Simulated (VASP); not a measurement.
# CdTe (F-43m) in VASP: notebook

The runs below take CdTe through single point, with PBE.

Program: VASP 6.6.1. These are calculated values, not measurements. Logs are shortened: lines on timing, memory, paths and dates and some standing lists are left out, and cuts for length are marked.

**What was measured.**

A printed reference work, data compilation reports, for a bulk crystal of CdTe at 0 K: band gap 1.607 eV.

How close the calculation comes is told below.

### 1 The structure

Symmetry: F-43m, No. 216, cubic system. Conventional cell: a = 6.410 Å, b = 6.410 Å, c = 6.410 Å, α = 90.00°, β = 90.00°, γ = 90.00°. Around Cd (site symmetry -43m) lie 4 Te at 2.78 Å. Around Te (site symmetry -43m) lie 4 Cd at 2.78 Å.

### 2 Single point, PBE

Input file INCAR:

```
PREC = Accurate
ENCUT = 520
EDIFF = 1E-7
ISMEAR = 0
SIGMA = 0.05
LREAL = F
LASPH = T
NELM = 80
ALGO = Normal
ISIF = 2
LWAVE = F
LCHARG = T
GGA = PE
LELF = T
LVHAR = T
NBANDS = 16
```

Input file KPOINTS:

```
regular mesh
0
Gamma
  8 8 8
```

Input file POSCAR:

```
CdTe
1.0
    0.0000000000      3.2050000000      3.2050000000
    3.2050000000      0.0000000000      3.2050000000
    3.2050000000      3.2050000000      0.0000000000
Cd Te
1 1
Direct
    0.0000000000      0.0000000000      0.0000000000
    0.7500000000      0.7500000000      0.7500000000
```

Potentials or basis: VASP PAW PBE potentials, release 64 (Cd, Te).

Command:

```bash
$ cat potpaw_PBE.64/Cd/POTCAR potpaw_PBE.64/Te/POTCAR > POTCAR
$ mpirun -np 1 vasp_std > vasp.out
```

OUTCAR:

```text
PREC = Accurate
   ENCUT = 520
   EDIFF = 1E-7
   ISMEAR = 0
   LREAL = F
   LASPH = T
   NELM = 80
   ISIF = 2
   GGA = PE

 ion  position               nearest neighbor table
   1  0.000  0.000  0.000-   2 2.78   2 2.78   2 2.78   2 2.78
   2  0.750  0.750  0.750-   1 2.78   1 2.78   1 2.78   1 2.78

  LATTYP: Found a face centered cubic cell.
 ALAT       =     6.4100000000

  Lattice vectors:

 A1 = (   0.0000000000,   3.2050000000,   3.2050000000)
 A2 = (   3.2050000000,   0.0000000000,   3.2050000000)
 A3 = (   3.2050000000,   3.2050000000,   0.0000000000)

Analysis of symmetry for initial positions (statically):
=====================================================================
 Subroutine PRICEL returns:
 Original cell was already a primitive cell.

 Routine SETGRP: Setting up the symmetry group for a
 face centered cubic supercell.

 Subroutine GETGRP returns: Found 24 space group operations
 (whereof 24 operations were pure point group operations)
 out of a pool of 48 trial point group operations.

The static configuration has the point symmetry T_d .

Analysis of symmetry for dynamics (positions and initial velocities):
=====================================================================
 Subroutine PRICEL returns:
 Original cell was already a primitive cell.

 Routine SETGRP: Setting up the symmetry group for a
 face centered cubic supercell.

 Subroutine GETGRP returns: Found 24 space group operations
 (whereof 24 operations were pure point group operations)
 out of a pool of 48 trial point group operations.

The dynamic configuration has the point symmetry T_d .

 Subroutine INISYM returns: Found 24 space group operations
 (whereof 24 operations are pure point group operations),
 and found     1 'primitive' translations

----------------------------------------------------------------------------------------

                                     Primitive cell

  volume of cell :      65.8437

  direct lattice vectors                    reciprocal lattice vectors
     0.000000000  3.205000000  3.205000000    -0.156006240  0.156006240  0.156006240
     3.205000000  0.000000000  3.205000000     0.156006240 -0.156006240  0.156006240
     3.205000000  3.205000000  0.000000000     0.156006240  0.156006240 -0.156006240

  length of vectors
     4.532554467  4.532554467  4.532554467     0.270210734  0.270210734  0.270210734

  position of ions in fractional coordinates (direct lattice)
     0.000000000  0.000000000  0.000000000
     0.750000000  0.750000000  0.750000000

  ion indices of the primitive-cell ions
   primitive index   ion index
[... 77 lines left out ...]
   NSW    =      0    number of steps for IOM
   IBRION =     -1    ionic relax: 0-MD 1-quasi-New 2-CG
   NFREE  =      0    steps in history (QN), initial steepest desc. (CG)
   ISIF   =      2    stress and relaxation
   ISYM   =      2    0-nonsym 1-usesym 2-fastsym
   POTIM  = 0.5000    time-step for ionic-motion
   TEBEG  =    0.0;   TEEND  =   0.0 temperature during run
   PSTRESS=    0.0 pullay stress
   NELECT =      18.0000    total number of electrons
   NUPDOWN=      -1.0000    fix difference up-down
   EMIN   =  10.00;   EMAX   =-10.00  energy-range for DOS
   EFERMI =   0.00;   METHOD = LEGACY
   ISMEAR =     0;   SIGMA  =   0.05  broadening in eV -4-tet -1-fermi 0-gaus
   EFERMI_NEDOS =   21; number of points for ismear=-14 and -15
   IALGO  =     38    algorithm
   IMIX   =      4    mixing-type and parameters
     AMIX     =   0.40;   BMIX     =  1.00
     AMIX_MAG =   1.60;   BMIX_MAG =  1.00
  volume/ion in A,a.u.               =      32.92       222.17
  Fermi-wavevector in a.u.,A,eV,Ry     =   1.062497  2.007828 15.359610  1.128899
  Thomas-Fermi vector in A             =   2.197950
   LORBIT       =      0    0 simple, 1 ext, 2 COOP (PROOUT), +10 PAW based schemes
   GGA     = PE    functional components
   LHFCALC =     F    Hartree Fock is set to
   AEXX    =    0.0000 exact exchange contribution
   IVDW    =     0    specifies the selected vdW correction
   LEPSILON=     F    determine dielectric tensor
   LRPA    =     F    only Hartree local field effects (RPA)
 non-spin polarized calculation
 Gauss-broadening in eV      SIGMA  =   0.05
  energy-cutoff  :      520.00
  volume of cell :       65.84
 maximum number of plane-waves:      1807
 NGX is ok and might be reduce to    36
   NGX = 17   NGY = 17   NGZ = 17

 number of electron      17.9999995 magnetization

 Free energy of the ion-electron system (eV)
  ---------------------------------------------------
  ext. energy  EPLUGINS =         0.00000000
  ---------------------------------------------------
  free energy    TOTEN  =        -4.72671777 eV

  energy without entropy =       -4.72671777  energy(sigma->0) =       -4.72671777

 E-fermi :   2.9269     XC(G=0):  -8.7319

 val. band max:        2.6545960319   @ k =   0.0000   0.0000   0.0000
 cond. band min:       3.5280561665   @ k =   0.0000   0.0000   0.0000
 fundamental gap:      0.8734601347
 Fermi energy:         2.9268966525

 k-point     1 :       0.0000    0.0000    0.0000
  band No.  band energies     occupation
      1      -8.7140      2.00000
      2      -5.7522      2.00000
      3      -5.7522      2.00000
      4      -5.7522      2.00000
      5      -5.4663      2.00000
      6      -5.4663      2.00000
[... 433 lines left out ...]
      3      -5.6415      2.00000
      4      -5.4841      2.00000
      5      -5.4607      2.00000
      6      -4.9825      2.00000
[... 8 lines left out ...]
     15      12.8250      0.00000
     16      13.3795      0.00000

 [... further k-points ...]

------------------------ aborting loop because EDIFF is reached ----------------------------------------

  FORCE on cell =-STRESS in cart. coord.  units (eV):
  Direction    XX          YY          ZZ          XY          YZ          ZX
  --------------------------------------------------------------------------------------
  -------------------------------------------------------------------------------------
  Total        1.8050089      1.8050089      1.8050089     -0.0000000      0.0000000      0.0000000
  in kB       43.9213652     43.9213652     43.9213652     -0.0000000      0.0000000      0.0000000
  external PRESSURE =      43.9213652 kB  Pullay stress =       0.0000000 kB

 VOLUME and BASIS-vectors are now :
 -----------------------------------------------------------------------------
  energy-cutoff  :      520.00
  volume of cell :       65.84
      direct lattice vectors                 reciprocal lattice vectors
     0.000000000  3.205000000  3.205000000    -0.156006240  0.156006240  0.156006240
     3.205000000  0.000000000  3.205000000     0.156006240 -0.156006240  0.156006240
     3.205000000  3.205000000  0.000000000     0.156006240  0.156006240 -0.156006240

 POSITION                                       TOTAL-FORCE (eV/Angst)
 -----------------------------------------------------------------------------------
      0.00000      0.00000      0.00000        -0.000000      0.000000      0.000000
      4.80750      4.80750      4.80750         0.000000     -0.000000     -0.000000
 -----------------------------------------------------------------------------------
    total drift:                                0.000000      0.000000      0.000000

  FREE ENERGIE OF THE ION-ELECTRON SYSTEM (eV)
  ---------------------------------------------------
  free  energy   TOTEN  =        -4.7267177723 eV

  energy  without entropy=       -4.7267177723  energy(sigma->0) =       -4.72671777
```

OSZICAR:

```text
N       E                     dE             d eps       ncg     rms          rms(c)
DAV:   1     0.102462314077E+03    0.10246E+03   -0.84334E+03   944   0.983E+02
DAV:   2    -0.144278359600E+01   -0.10391E+03   -0.98830E+02  1088   0.239E+02
DAV:   3    -0.492329976177E+01   -0.34805E+01   -0.34760E+01  1152   0.455E+01
DAV:   4    -0.495425505108E+01   -0.30955E-01   -0.30954E-01  1408   0.381E+00
DAV:   5    -0.495437723837E+01   -0.12219E-03   -0.12219E-03  1192   0.189E-01    0.603E+00
DAV:   6    -0.474131429793E+01    0.21306E+00   -0.36888E-01  1136   0.753E+00    0.485E+00
DAV:   7    -0.472550752527E+01    0.15807E-01   -0.11238E-01  1064   0.220E+00    0.180E+00
DAV:   8    -0.472633295317E+01   -0.82543E-03   -0.11540E-02  1032   0.124E+00    0.491E-01
DAV:   9    -0.472662493324E+01   -0.29198E-03   -0.95749E-04  1096   0.338E-01    0.121E-01
DAV:  10    -0.472668274438E+01   -0.57811E-04   -0.11560E-04  1176   0.102E-01    0.555E-02
DAV:  11    -0.472671848446E+01   -0.35740E-04   -0.68668E-05  1080   0.586E-02    0.317E-02
DAV:  12    -0.472671749961E+01    0.98485E-06   -0.28510E-06  1104   0.161E-02    0.193E-02
DAV:  13    -0.472671743221E+01    0.67396E-07   -0.34322E-06  1128   0.108E-02    0.107E-02
DAV:  14    -0.472671757847E+01   -0.14626E-06   -0.47752E-07  1120   0.439E-03    0.642E-03
DAV:  15    -0.472671769226E+01   -0.11379E-06   -0.25600E-08   872   0.833E-04    0.409E-03
DAV:  16    -0.472671777232E+01   -0.80063E-07   -0.44278E-08   840   0.136E-03
   1 F= -.47267178E+01 E0= -.47267178E+01  d E =-.217510E-16
```

stdout:

```text
POSCAR found type information on POSCAR CdTe
 POSCAR found :  2 types and       2 ions
 scaLAPACK will be used
 LDA part: xc-table for (Slater+PW92), standard interpolation
 POSCAR, INCAR and KPOINTS ok, starting setup
 FFT: planning ... GRIDC
 FFT: planning ... GRID_SOFT
 FFT: planning ... GRID
 WAVECAR not read
 entering main loop
```

Run time: 30 s. Hardware: 1 thread of Intel Xeon Platinum 8488C (Sapphire Rapids), shared host; peak memory 0.21 GiB.

Results:

- Free energy: -4.7267 eV
- Pressure: 4.4 GPa
- Band gap on the k mesh: 0.87 eV, direct

Levels at points of the mesh, in eV from the valence-band top:
```csv
k point,band 6,band 7,band 8,band 9,band 10,band 11,band 12,band 13
"(0.00, 0.00, 0.00)",-8.12,0.00,0.00,0.00,0.87,4.58,4.58,4.58
"(0.50, 0.00, 0.00)",-7.74,-4.62,-0.83,-0.83,1.85,5.17,5.17,7.10
"(0.50, 0.50, 0.00)",-7.59,-4.47,-1.98,-1.98,2.53,2.66,9.03,9.30
```

Caveat: spin-orbit coupling is left out, which moves the levels of the heavy elements.

### 3 Single point, PBE

Input file INCAR:

```
ALGO     = Fast           # electronic algorithm
EDIFF    = 1E-6           # SCF threshold, eV
ENCUT    = 520            # plane-wave cutoff, eV
GGA      = PE             # functional
ISIF     = 2              # what is computed and relaxed
ISMEAR   = 0              # smearing method
LASPH    = T              # aspherical terms in the spheres
LCHARG   = T              # write CHGCAR
LELF     = T              # ELF
LREAL    = F              # projectors in reciprocal space
LVHAR    = T            
LWAVE    = F              # write WAVECAR
NBANDS   = 16             # bands
NELM     = 100            # most SCF steps
PREC     = Accurate       # precision mode
SIGMA    = 0.05           # smearing width, eV
```

Input file KPOINTS:

```
k-points
0
Gamma
  8 8 8
```

POSCAR is that of step 2.

Potentials or basis: VASP PAW PBE potentials, release 64 (Cd, Te).

Command:

```bash
$ cat potpaw_PBE.64/Cd/POTCAR potpaw_PBE.64/Te/POTCAR > POTCAR
$ mpirun -np 1 vasp_std > vasp.out
```

It took 27 s on 1 thread of Intel Xeon Platinum 8488C (Sapphire Rapids), shared host; peak memory 0.21 GiB.

Results (log left out):

```yaml
Free_energy: -4.7267 eV
Pressure: 4.4 GPa
Band_gap_on_the_k_mesh: 0.87 eV, direct
```

Levels at points of the mesh, in eV from the valence-band top:
| k point | band 7 | band 8 | band 9 | band 10 | band 11 | band 12 |
| --- | --- | --- | --- | --- | --- | --- |
| (0.00, 0.00, 0.00) | 0.00 | 0.00 | 0.00 | 0.87 | 4.58 | 4.58 |
| (0.50, 0.00, 0.00) | -4.62 | -0.83 | -0.83 | 1.85 | 5.17 | 5.17 |
| (0.50, 0.50, 0.00) | -4.47 | -1.98 | -1.98 | 2.53 | 2.66 | 9.03 |

Caveat: spin-orbit coupling is left out, which moves the levels of the heavy elements.

### 4 Comparison with measurements

Step 2. Against the measured gap of CdTe, 1.607 eV (0 K; a printed reference work, data compilation), the calculated 0.87 eV is off by -0.73 eV. Spin-orbit coupling on Cd, Te is left out. The value is that of PBE, without temperature or zero-point motion. Semilocal functionals fall short of measured gaps as a rule.

Step 3. A measured gap of CdTe is 1.607 eV (0 K; a printed reference work, data compilation); the calculated 0.87 eV misses it by -0.73 eV. Spin-orbit coupling on Cd, Te is left out. The value is that of PBE, without temperature or zero-point motion. Semilocal functionals fall short of measured gaps as a rule.
